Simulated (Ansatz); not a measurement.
# SiC: freezing in a mode

Aim: for SiC, freeze in mode 7 at growing amplitude.

The COD entry's cell or inner coordinates are ideal or old and differ from later refinements, so a difference from it is no clean test against experiment.

Program: Ansatz 0.2.0. Level of theory: DFT r2SCAN, scalar-relativistic, plane waves, PAW. These are calculated values, not measurements.

2 further runs of the same task are left out: 2 set aside as unsound or not needed. Runs told in other sessions of the task aren't counted.

### Step 1. The system as given

Symmetry: F-43m, No. 216, cubic system. Conventional cell: a = 4.356 Å, b = 4.356 Å, c = 4.356 Å, α = 90.00°, β = 90.00°, γ = 90.00°. Si (site symmetry -43m) has 4 C at 1.89 Å in its first shell of neighbours. Around C (site symmetry -43m) lie 4 Si at 1.89 Å.

Coordinates:

```
CELL_PARAMETERS angstrom
0.00000 -2.17814 -2.17814
0.00000 2.17814 -2.17814
4.35629 0.00000 0.00000
ATOMIC_POSITIONS crystal
Si 0.50000 0.50000 0.50000
Si 0.00000 0.00000 0.00000
C 0.00000 0.50000 0.25000
C 0.50000 0.00000 0.75000
```

It is built from the cell relaxed beforehand with the same method (10.33 Å³/atom).

### Step 2. Zero of energy

The cell is repeated 2 times, 4 atoms in all. The reference gives a free energy of -1782.6680 eV, pressure 0.01 GPa, largest force 0.000 eV/Å and gap on the mesh 1.71 eV. It was computed beforehand with the settings of the runs below.

### Step 3. The scan: freezing in a mode

Mode 7 of the phonon run on this cell, counted from the lowest, is frozen in: each atom moves by x times its row below, so x is the largest displacement.

```
atom     ux      uy      uz
 Si1  0.000   0.000  -0.271
 Si2  0.000   0.000   0.271
  C3  0.000   1.000   0.000
  C4  0.000  -1.000   0.000
```

### Step 4. Point x = -0.300 Å

input.yaml reads:

```yaml
crystal:
  lattice:
    - [0.0, -2.1781449855, -2.1781449855]
    - [0.0, 2.1781449855, -2.1781449855]
    - [4.3562899711, 0.0, 0.0]
  atoms:
    - { symbol: Si, position: [0.4813233663, 0.4813233663, 0.5] }
    - { symbol: Si, position: [0.0186766337, 0.0186766337, 0.0] }
    - { symbol: C, position: [0.0688659391, 0.4311340609, 0.25] }
    - { symbol: C, position: [0.4311340609, 0.0688659391, 0.75] }
basis:
  ecutwfc: 500
kpoints:
  mp_grid: { grid: [10, 10, 6] }
hamiltonian:
  xc: r2scan
scf:
  occupations: { method: gaussian, width: 0.05 }
output:
  forces: true
  stress: true
  eigenvalues: true
```

Command:

```
> ansatz run input.yaml --threads 2 --pin off --max-ram 5120MiB --backend cpu --events-out ev --progress --plain --runs-dir out
```

Output (excerpt; [...] marks lines left out):

```text
Warning: RAYON_NUM_THREADS=2 ignored (pool sized by the plan → 2); use --threads N
[...]
Pseudopotentials: kind: paw
Pseudopotential: Si, paw, valence charge 4, recommended cutoff 500 eV (meta_gga), Si.paw.azcp
Pseudopotential: C, paw, valence charge 4, recommended cutoff 500 eV (meta_gga), C.paw.azcp
Functional definition: r2SCAN
[...]
Crystal: 4 atoms, lattice volume = 41.335 Å³
Basis set: ecut = 500 eV, 1055 PW (Γ), exchange–correlation on 96×96×128 points (64 copies of the dense FFT grid, shifted against one another)
Bands: 12, of which v1, the nominal top of the filled ones, is band 8 counted from 1 (7 counted from 0)
Symmetry: 4 space group operations
Space group: C2221 (ITA 20), of the structure as read, at distance tolerance 3.5e-5 Å
k-points: 124 of 600 (time reversal used)
[...]
SCF iter   1: F=—  HF=-1779.860825 eV  |F-HF|=—  |Δ(HF+E_count)|=         —  Δρ=7.21e-3  dr2=1.65e-2  dr2_τ=4.83e-1  ethr=1.77e-3  ⟨swp⟩=5.6  Hψ=10261  notcnv=0
[...]
SCF iter   7: F=-1779.937901 eV  HF=-1779.937901 eV  |F-HF|=1.25e-9  |Δ(HF+E_count)|=  5.92e-10  Δρ=2.86e-6  dr2=3.56e-9  dr2_τ=3.51e-11  ethr=6.25e-10  ⟨swp⟩=4.3  Hψ=5132  notcnv=0
[...]
SCF converged after 7 iterations
Free energy (F): -1779.937901 eV
[...]
E sigma→0 (E₀):  -1779.937901 eV
Fermi energy:    10.126751 eV
[...]
--- Forces (eV/Å), atoms counted from 1 ---
  atom   1  Si     0.00000000     0.00000000    -5.50184839
  atom   2  Si    -0.00000000    -0.00000000     5.50184839
  atom   3  C     -0.00000000     7.61395442     0.00000000
  atom   4  C      0.00000000    -7.61395442     0.00000000
[...]
--- Stress (GPa, compression-positive) ---
       39.928009       0.000000      -0.000000
        0.000000       5.731370      -0.000000
       -0.000000      -0.000000      24.305623
  P = ⅓ Tr σ = 23.3217 GPa (233.217 kbar)
--- Band table (eV; the first three rows and the last of 124) ---
  k-point 0: bands = ["-7.0411", "-1.8938", "0.9235", "5.8533", "6.0455", "8.6408", "8.8553", "9.7022", "11.9392", "13.9121", "15.2365", "16.1838"]
[...]
```

Wall time 6.8 s (2 threads of Arm Neoverse V2, shared host); peak memory 0.45 GiB.

### Step 5. Point x = 0.225 Å

input.yaml reads:

```yaml
crystal:
  lattice:
    - [0.0, -2.1781449855, -2.1781449855]
    - [0.0, 2.1781449855, -2.1781449855]
    - [4.3562899711, 0.0, 0.0]
  atoms:
    - { symbol: Si, position: [0.5140074753, 0.5140074753, 0.5] }
    - { symbol: Si, position: [-0.0140074753, -0.0140074753, 0.0] }
    - { symbol: C, position: [-0.0516494544, 0.5516494544, 0.25] }
    - { symbol: C, position: [0.5516494544, -0.0516494544, 0.75] }
basis:
  ecutwfc: 500
kpoints:
  mp_grid: { grid: [10, 10, 6] }
hamiltonian:
  xc: r2scan
scf:
  occupations: { method: gaussian, width: 0.05 }
output:
  forces: true
  stress: true
  eigenvalues: true
```

Command:

```
> ansatz run input.yaml --threads 2 --pin off --max-ram 5120MiB --backend cpu --events-out ev --progress --plain --runs-dir out
```

Output (excerpt; [...] marks lines left out):

```text
Warning: RAYON_NUM_THREADS=2 ignored (pool sized by the plan → 2); use --threads N
[...]
Pseudopotentials: kind: paw
Pseudopotential: Si, paw, valence charge 4, recommended cutoff 500 eV (meta_gga), Si.paw.azcp
Pseudopotential: C, paw, valence charge 4, recommended cutoff 500 eV (meta_gga), C.paw.azcp
Functional definition: r2SCAN
[...]
Crystal: 4 atoms, lattice volume = 41.335 Å³
Basis set: ecut = 500 eV, 1055 PW (Γ), exchange–correlation on 96×96×128 points (64 copies of the dense FFT grid, shifted against one another)
Bands: 12, of which v1, the nominal top of the filled ones, is band 8 counted from 1 (7 counted from 0)
Symmetry: 4 space group operations
Space group: C2221 (ITA 20), of the structure as read, at distance tolerance 3.5e-5 Å
k-points: 124 of 600 (time reversal used)
[...]
SCF iter   1: F=—  HF=-1781.051180 eV  |F-HF|=—  |Δ(HF+E_count)|=         —  Δρ=6.49e-3  dr2=1.30e-2  dr2_τ=4.41e-1  ethr=1.77e-3  ⟨swp⟩=5.5  Hψ=10221  notcnv=0
[...]
SCF iter   7: F=-1781.133409 eV  HF=-1781.133409 eV  |F-HF|=2.07e-9  |Δ(HF+E_count)|=   1.14e-8  Δρ=3.29e-6  dr2=4.95e-9  dr2_τ=4.37e-11  ethr=6.25e-10  ⟨swp⟩=4.2  Hψ=5016  notcnv=0
[...]
SCF converged after 7 iterations
Free energy (F): -1781.133409 eV
[...]
E sigma→0 (E₀):  -1781.133409 eV
Fermi energy:    10.170407 eV
[...]
--- Forces (eV/Å), atoms counted from 1 ---
  atom   1  Si    -0.00000000    -0.00000000     3.93273784
  atom   2  Si     0.00000000    -0.00000000    -3.93273784
  atom   3  C      0.00000000    -5.76398333     0.00000000
  atom   4  C     -0.00000000     5.76398333     0.00000000
[...]
--- Stress (GPa, compression-positive) ---
       22.179461       0.000000      -0.000000
        0.000000       3.491464      -0.000000
       -0.000000      -0.000000      13.831373
  P = ⅓ Tr σ = 13.1674 GPa (131.674 kbar)
--- Band table (eV; the first three rows and the last of 124) ---
  k-point 0: bands = ["-6.9468", "-1.8245", "1.0900", "5.9267", "6.0364", "8.9349", "9.0687", "9.5585", "11.5904", "14.0858", "15.6379", "16.6073"]
[...]
```

Run time: 6.5 s. Hardware: 2 threads of Arm Neoverse V2, shared host; peak memory 0.45 GiB.

### Step 6. Point x = -0.150 Å

input.yaml reads:

```yaml
crystal:
  lattice:
    - [0.0, -2.1781449855, -2.1781449855]
    - [0.0, 2.1781449855, -2.1781449855]
    - [4.3562899711, 0.0, 0.0]
  atoms:
    - { symbol: Si, position: [0.4906616831, 0.4906616831, 0.5] }
    - { symbol: Si, position: [0.0093383169, 0.0093383169, 0.0] }
    - { symbol: C, position: [0.0344329696, 0.4655670304, 0.25] }
    - { symbol: C, position: [0.4655670304, 0.0344329696, 0.75] }
basis:
  ecutwfc: 500
kpoints:
  mp_grid: { grid: [10, 10, 6] }
hamiltonian:
  xc: r2scan
scf:
  occupations: { method: gaussian, width: 0.05 }
output:
  forces: true
  stress: true
  eigenvalues: true
```

Command:

```
> ansatz run input.yaml --threads 2 --pin off --max-ram 5120MiB --backend cpu --events-out ev --progress --plain --runs-dir out
```

Output (excerpt; [...] marks lines left out):

```text
[...]
SCF converged after 6 iterations
Free energy (F): -1781.986694 eV
[...]
E sigma→0 (E₀):  -1781.986694 eV
Fermi energy:    10.204169 eV
[...]
--- Forces (eV/Å), atoms counted from 1 ---
  atom   1  Si     0.00000000    -0.00000000    -2.52848495
  atom   2  Si     0.00000000    -0.00000000     2.52848495
  atom   3  C     -0.00000000     3.86105690     0.00000000
  atom   4  C      0.00000000    -3.86105690     0.00000000
[...]
--- Stress (GPa, compression-positive) ---
        9.756567       0.000000      -0.000000
        0.000000       1.646239      -0.000000
       -0.000000      -0.000000       6.202937
  P = ⅓ Tr σ = 5.8686 GPa (58.686 kbar)
--- Band table (eV; the first three rows and the last of 124) ---
  k-point 0: bands = ["-6.8746", "-1.7683", "1.2151", "5.9875", "6.0368", "9.1693", "9.2326", "9.4567", "11.3216", "14.1712", "15.9413", "16.9428"]
[...]
```

Wall time 6.2 s (2 threads of Arm Neoverse V2, shared host); peak memory 0.45 GiB.

### Step 7. x = 0.075 Å

input.yaml reads:

```yaml
crystal:
  lattice:
    - [0.0, -2.1781449855, -2.1781449855]
    - [0.0, 2.1781449855, -2.1781449855]
    - [4.3562899711, 0.0, 0.0]
  atoms:
    - { symbol: Si, position: [0.5046691584, 0.5046691584, 0.5] }
    - { symbol: Si, position: [-0.0046691584, -0.0046691584, 0.0] }
    - { symbol: C, position: [-0.0172164848, 0.5172164848, 0.25] }
    - { symbol: C, position: [0.5172164848, -0.0172164848, 0.75] }
basis:
  ecutwfc: 500
kpoints:
  mp_grid: { grid: [10, 10, 6] }
hamiltonian:
  xc: r2scan
scf:
  occupations: { method: gaussian, width: 0.05 }
output:
  forces: true
  stress: true
  eigenvalues: true
```

Command:

```
> ansatz run input.yaml --threads 2 --pin off --max-ram 5120MiB --backend cpu --events-out ev --progress --plain --runs-dir out
```

Output (excerpt; [...] marks lines left out):

```text
Warning: RAYON_NUM_THREADS=2 ignored (pool sized by the plan → 2); use --threads N
[...]
Pseudopotentials: kind: paw
Pseudopotential: Si, paw, valence charge 4, recommended cutoff 500 eV (meta_gga), Si.paw.azcp
Pseudopotential: C, paw, valence charge 4, recommended cutoff 500 eV (meta_gga), C.paw.azcp
Functional definition: r2SCAN
[...]
Crystal: 4 atoms, lattice volume = 41.335 Å³
Basis set: ecut = 500 eV, 1055 PW (Γ), exchange–correlation on 96×96×128 points (64 copies of the dense FFT grid, shifted against one another)
Bands: 12, of which v1, the nominal top of the filled ones, is band 8 counted from 1 (7 counted from 0)
Symmetry: 4 space group operations
Space group: C2221 (ITA 20), of the structure as read, at distance tolerance 3.5e-5 Å
k-points: 124 of 600 (time reversal used)
[...]
SCF iter   1: F=—  HF=-1782.409777 eV  |F-HF|=—  |Δ(HF+E_count)|=         —  Δρ=5.89e-3  dr2=9.85e-3  dr2_τ=3.95e-1  ethr=1.77e-3  ⟨swp⟩=5.4  Hψ=10088  notcnv=0
[...]
SCF iter   6: F=-1782.497819 eV  HF=-1782.497819 eV  |F-HF|=9.36e-10  |Δ(HF+E_count)|=   4.01e-8  Δρ=1.35e-5  dr2=5.43e-8  dr2_τ=5.84e-10  ethr=6.25e-10  ⟨swp⟩=3.0  Hψ=6054  notcnv=0
[...]
SCF converged after 6 iterations
Free energy (F): -1782.497819 eV
[...]
E sigma→0 (E₀):  -1782.497819 eV
Fermi energy:    10.225473 eV
[...]
--- Forces (eV/Å), atoms counted from 1 ---
  atom   1  Si     0.00000000    -0.00000000     1.23605002
  atom   2  Si     0.00000000    -0.00000000    -1.23605002
  atom   3  C      0.00000000    -1.93444365     0.00000000
  atom   4  C     -0.00000000     1.93444365     0.00000000
[...]
--- Stress (GPa, compression-positive) ---
        2.425240       0.000000      -0.000000
        0.000000       0.431812      -0.000000
       -0.000000      -0.000000       1.564801
  P = ⅓ Tr σ = 1.4740 GPa (14.740 kbar)
--- Band table (eV; the first three rows and the last of 124) ---
  k-point 0: bands = ["-6.8291", "-1.7315", "1.2927", "6.0278", "6.0401", "9.3225", "9.3388", "9.3962", "11.1493", "14.1967", "16.1291", "17.1599"]
[...]
```

It took 6.3 s on 2 threads of Arm Neoverse V2, shared host; peak memory 0.45 GiB.

### Step 8. x = 0.263 Å

input.yaml reads:

```yaml
crystal:
  lattice:
    - [0.0, -2.1781449855, -2.1781449855]
    - [0.0, 2.1781449855, -2.1781449855]
    - [4.3562899711, 0.0, 0.0]
  atoms:
    - { symbol: Si, position: [0.5163420545, 0.5163420545, 0.5] }
    - { symbol: Si, position: [-0.0163420545, -0.0163420545, 0.0] }
    - { symbol: C, position: [-0.0602576967, 0.5602576967, 0.25] }
    - { symbol: C, position: [0.5602576967, -0.0602576967, 0.75] }
basis:
  ecutwfc: 500
kpoints:
  mp_grid: { grid: [10, 10, 6] }
hamiltonian:
  xc: r2scan
scf:
  occupations: { method: gaussian, width: 0.05 }
output:
  forces: true
  stress: true
  eigenvalues: true
```

Command:

```
> ansatz run input.yaml --threads 2 --pin off --max-ram 5120MiB --backend cpu --events-out ev --progress --plain --runs-dir out
```

Output (excerpt; [...] marks lines left out):

```text
[...]
SCF converged after 7 iterations
Free energy (F): -1780.578333 eV
[...]
E sigma→0 (E₀):  -1780.578333 eV
Fermi energy:    10.149589 eV
[...]
--- Forces (eV/Å), atoms counted from 1 ---
  atom   1  Si    -0.00000000    -0.00000000     4.69344307
  atom   2  Si     0.00000000     0.00000000    -4.69344307
  atom   3  C      0.00000000    -6.69800833     0.00000000
  atom   4  C     -0.00000000     6.69800833     0.00000000
[...]
--- Stress (GPa, compression-positive) ---
       30.372697       0.000000      -0.000000
        0.000000       4.578581      -0.000000
       -0.000000      -0.000000      18.723172
  P = ⅓ Tr σ = 17.8915 GPa (178.915 kbar)
--- Band table (eV; the first three rows and the last of 124) ---
  k-point 0: bands = ["-6.9915", "-1.8579", "1.0114", "5.8909", "6.0393", "8.7940", "8.9678", "9.6251", "11.7558", "14.0105", "15.4479", "16.4046"]
[...]
```

Run time: 7.2 s. Hardware: 2 threads of Arm Neoverse V2, shared host; peak memory 0.45 GiB.

### Step 9. Point x = 0.188 Å

input.yaml reads:

```yaml
crystal:
  lattice:
    - [0.0, -2.1781449855, -2.1781449855]
    - [0.0, 2.1781449855, -2.1781449855]
    - [4.3562899711, 0.0, 0.0]
  atoms:
    - { symbol: Si, position: [0.5116728961, 0.5116728961, 0.5] }
    - { symbol: Si, position: [-0.0116728961, -0.0116728961, 0.0] }
    - { symbol: C, position: [-0.043041212, 0.543041212, 0.25] }
    - { symbol: C, position: [0.543041212, -0.043041212, 0.75] }
basis:
  ecutwfc: 500
kpoints:
  mp_grid: { grid: [10, 10, 6] }
hamiltonian:
  xc: r2scan
scf:
  occupations: { method: gaussian, width: 0.05 }
output:
  forces: true
  stress: true
  eigenvalues: true
```

Command:

```
> ansatz run input.yaml --threads 2 --pin off --max-ram 5120MiB --backend cpu --events-out ev --progress --plain --runs-dir out
```

Output (excerpt; [...] marks lines left out):

```text
Warning: RAYON_NUM_THREADS=2 ignored (pool sized by the plan → 2); use --threads N
[...]
Pseudopotentials: kind: paw
Pseudopotential: Si, paw, valence charge 4, recommended cutoff 500 eV (meta_gga), Si.paw.azcp
Pseudopotential: C, paw, valence charge 4, recommended cutoff 500 eV (meta_gga), C.paw.azcp
Functional definition: r2SCAN
[...]
Crystal: 4 atoms, lattice volume = 41.335 Å³
Basis set: ecut = 500 eV, 1055 PW (Γ), exchange–correlation on 96×96×128 points (64 copies of the dense FFT grid, shifted against one another)
Bands: 12, of which v1, the nominal top of the filled ones, is band 8 counted from 1 (7 counted from 0)
Symmetry: 4 space group operations
Space group: C2221 (ITA 20), of the structure as read, at distance tolerance 3.5e-5 Å
k-points: 124 of 600 (time reversal used)
[...]
SCF iter   1: F=—  HF=-1781.518645 eV  |F-HF|=—  |Δ(HF+E_count)|=         —  Δρ=6.24e-3  dr2=1.18e-2  dr2_τ=4.25e-1  ethr=1.77e-3  ⟨swp⟩=5.5  Hψ=10200  notcnv=0
[...]
SCF iter   7: F=-1781.602877 eV  HF=-1781.602877 eV  |F-HF|=1.03e-9  |Δ(HF+E_count)|=   3.19e-8  Δρ=2.32e-6  dr2=2.11e-9  dr2_τ=3.58e-11  ethr=6.25e-10  ⟨swp⟩=4.7  Hψ=5189  notcnv=0
[...]
SCF converged after 7 iterations
Free energy (F): -1781.602877 eV
[...]
E sigma→0 (E₀):  -1781.602877 eV
Fermi energy:    10.188736 eV
[...]
--- Forces (eV/Å), atoms counted from 1 ---
  atom   1  Si    -0.00000000    -0.00000000     3.21329762
  atom   2  Si     0.00000000    -0.00000000    -3.21329762
  atom   3  C      0.00000000    -4.81699066     0.00000000
  atom   4  C     -0.00000000     4.81699066     0.00000000
[...]
--- Stress (GPa, compression-positive) ---
       15.317828       0.000000      -0.000000
        0.000000       2.503741      -0.000000
       -0.000000      -0.000000       9.651666
  P = ⅓ Tr σ = 9.1577 GPa (91.577 kbar)
--- Band table (eV; the first three rows and the last of 124) ---
  k-point 0: bands = ["-6.9076", "-1.7943", "1.1581", "5.9592", "6.0359", "9.0610", "9.1573", "9.5025", "11.4450", "14.1384", "15.8032", "16.7880"]
[...]
```

Wall time 6.5 s (2 threads of Arm Neoverse V2, shared host); peak memory 0.45 GiB.

### Step 10. Point x = 0.113 Å

input.yaml reads:

```yaml
crystal:
  lattice:
    - [0.0, -2.1781449855, -2.1781449855]
    - [0.0, 2.1781449855, -2.1781449855]
    - [4.3562899711, 0.0, 0.0]
  atoms:
    - { symbol: Si, position: [0.5070037376, 0.5070037376, 0.5] }
    - { symbol: Si, position: [-0.0070037376, -0.0070037376, 0.0] }
    - { symbol: C, position: [-0.0258247272, 0.5258247272, 0.25] }
    - { symbol: C, position: [0.5258247272, -0.0258247272, 0.75] }
basis:
  ecutwfc: 500
kpoints:
  mp_grid: { grid: [10, 10, 6] }
hamiltonian:
  xc: r2scan
scf:
  occupations: { method: gaussian, width: 0.05 }
output:
  forces: true
  stress: true
  eigenvalues: true
```

Command:

```
> ansatz run input.yaml --threads 2 --pin off --max-ram 5120MiB --backend cpu --events-out ev --progress --plain --runs-dir out
```

Output (excerpt; [...] marks lines left out):

```text
[...]
SCF converged after 6 iterations
Free energy (F): -1782.284954 eV
[...]
E sigma→0 (E₀):  -1782.284954 eV
Fermi energy:    10.216505 eV
[...]
--- Forces (eV/Å), atoms counted from 1 ---
  atom   1  Si     0.00000000    -0.00000000     1.87173251
  atom   2  Si     0.00000000    -0.00000000    -1.87173251
  atom   3  C      0.00000000    -2.89949783     0.00000000
  atom   4  C     -0.00000000     2.89949783     0.00000000
[...]
--- Stress (GPa, compression-positive) ---
        5.467924       0.000000      -0.000000
        0.000000       0.948163      -0.000000
       -0.000000      -0.000000       3.503209
  P = ⅓ Tr σ = 3.3064 GPa (33.064 kbar)
--- Band table (eV; the first three rows and the last of 124) ---
  k-point 0: bands = ["-6.8483", "-1.7471", "1.2601", "6.0106", "6.0384", "9.2574", "9.2936", "9.4213", "11.2224", "14.1889", "16.0504", "17.0678"]
[...]
```

Wall time 6.2 s (2 threads of Arm Neoverse V2, shared host); peak memory 0.44 GiB.

### Step 11. Point x = 0.037 Å

input.yaml reads:

```yaml
crystal:
  lattice:
    - [0.0, -2.1781449855, -2.1781449855]
    - [0.0, 2.1781449855, -2.1781449855]
    - [4.3562899711, 0.0, 0.0]
  atoms:
    - { symbol: Si, position: [0.5023345792, 0.5023345792, 0.5] }
    - { symbol: Si, position: [-0.0023345792, -0.0023345792, 0.0] }
    - { symbol: C, position: [-0.0086082424, 0.5086082424, 0.25] }
    - { symbol: C, position: [0.5086082424, -0.0086082424, 0.75] }
basis:
  ecutwfc: 500
kpoints:
  mp_grid: { grid: [10, 10, 6] }
hamiltonian:
  xc: r2scan
scf:
  occupations: { method: gaussian, width: 0.05 }
output:
  forces: true
  stress: true
  eigenvalues: true
```

Command:

```
> ansatz run input.yaml --threads 2 --pin off --max-ram 5120MiB --backend cpu --events-out ev --progress --plain --runs-dir out
```

Output (excerpt; [...] marks lines left out):

```text
Warning: RAYON_NUM_THREADS=2 ignored (pool sized by the plan → 2); use --threads N
[...]
Pseudopotentials: kind: paw
Pseudopotential: Si, paw, valence charge 4, recommended cutoff 500 eV (meta_gga), Si.paw.azcp
Pseudopotential: C, paw, valence charge 4, recommended cutoff 500 eV (meta_gga), C.paw.azcp
Functional definition: r2SCAN
[...]
Crystal: 4 atoms, lattice volume = 41.335 Å³
Basis set: ecut = 500 eV, 1055 PW (Γ), exchange–correlation on 96×96×128 points (64 copies of the dense FFT grid, shifted against one another)
Bands: 12, of which v1, the nominal top of the filled ones, is band 8 counted from 1 (7 counted from 0)
Symmetry: 4 space group operations
Space group: C2221 (ITA 20), of the structure as read, at distance tolerance 3.5e-5 Å
k-points: 124 of 600 (time reversal used)
[...]
SCF iter   1: F=—  HF=-1782.536885 eV  |F-HF|=—  |Δ(HF+E_count)|=         —  Δρ=5.85e-3  dr2=9.61e-3  dr2_τ=3.91e-1  ethr=1.77e-3  ⟨swp⟩=5.4  Hψ=10038  notcnv=0
[...]
SCF iter   6: F=-1782.625455 eV  HF=-1782.625455 eV  |F-HF|=3.07e-9  |Δ(HF+E_count)|=   5.73e-8  Δρ=1.45e-5  dr2=6.74e-8  dr2_τ=6.52e-10  ethr=6.25e-10  ⟨swp⟩=3.0  Hψ=6141  notcnv=0
[...]
SCF converged after 6 iterations
Free energy (F): -1782.625455 eV
[...]
E sigma→0 (E₀):  -1782.625455 eV
Fermi energy:    10.230892 eV
[...]
--- Forces (eV/Å), atoms counted from 1 ---
  atom   1  Si     0.00000000    -0.00000000     0.61448052
  atom   2  Si     0.00000000    -0.00000000    -0.61448052
  atom   3  C      0.00000000    -0.96759090     0.00000000
  atom   4  C     -0.00000000     0.96759090     0.00000000
[...]
--- Stress (GPa, compression-positive) ---
        0.608191       0.000000      -0.000000
        0.000000       0.114618      -0.000000
       -0.000000      -0.000000       0.397461
  P = ⅓ Tr σ = 0.3734 GPa (3.734 kbar)
--- Band table (eV; the first three rows and the last of 124) ---
  k-point 0: bands = ["-6.8175", "-1.7219", "1.3124", "6.0382", "6.0413", "9.3625", "9.3666", "9.3811", "11.1045", "14.1992", "16.1765", "17.2163"]
[...]
```

Run time: 6.4 s. Hardware: 2 threads of Arm Neoverse V2, shared host; peak memory 0.45 GiB.

### Step 12. All points together

The scan, with free energies counted from the undisturbed cell:

```tsv
x (Å)	ΔE (meV/cell)	force along the mode (eV/Å)	pressure (GPa)	gap on the mesh (eV)
-0.300	2730.1	18.212	23.3	0.85
-0.150	681.3	9.094	5.9	1.49
0.000	0.0	0.000	0.0	1.71
0.037	42.5	-2.269	0.4	1.70
0.075	170.2	-4.539	1.5	1.66
0.113	383.0	-6.814	3.3	1.59
0.188	1065.1	-11.377	9.2	1.37
0.225	1534.6	-13.661	13.2	1.22
0.263	2089.7	-15.942	17.9	1.05
```

Not run, since symmetry makes them alike: 0.300 repeats -0.300, -0.225 repeats 0.225, 0.150 repeats -0.150, -0.075 repeats 0.075. Energy, pressure and gap are the same there.

### Step 13. Results

| quantity | value |
| --- | --- |
| harmonic wavenumber of the mode | 764 cm⁻¹ |
| the same from the force at an amplitude of 0.037 Å | 764 cm⁻¹ |

**Reading.** The force at the smallest amplitude gives 764 cm⁻¹ against 764 cm⁻¹ from the phonon run, so the curve is close to a parabola there. No sampled point lies below the undisturbed cell. The gap on the mesh stays between 0.85 and 1.71 eV.
